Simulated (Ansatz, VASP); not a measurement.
TePb: VASP beside Ansatz

```
Te Pb
1.0
     0.00000    3.23100    3.23100
     3.23100    0.00000    3.23100
     3.23100    3.23100    0.00000
Te Pb
1 1
Direct
  0.49226 0.50774 0.49226
  0.00000 0.00000 0.00000
```

Alike in both runs: task single point; functional PBEsol; k mesh 6 × 6 × 6; no spin polarisation.

|  | VASP | Ansatz |
| --- | --- | --- |
| version | VASP 6.6.1 | Ansatz 0.2.0 |
| potentials or method | VASP PAW PBE potentials, release 64 (Te, Pb_d) | plane waves, PAW |
| plane-wave cutoff (eV) | 520 | 490 |
| occupations | gaussian, width 0.01 eV | fixed |
| valence electrons in the cell | 20 | 30 |

|  | VASP | Ansatz | Ansatz less VASP |
| --- | --- | --- | --- |
| rms of the force components (eV/Å) | 0.009 | 0.008 | -0.0004 |

Atom by atom the forces differ by 0.000 eV/Å (rms over components). The two sets of potentials don't hold the same shells in valence.

Caveats: the PAW data sets were made with another functional, which shifts forces and pressure a little (VASP). A k mesh can miss the band edges.
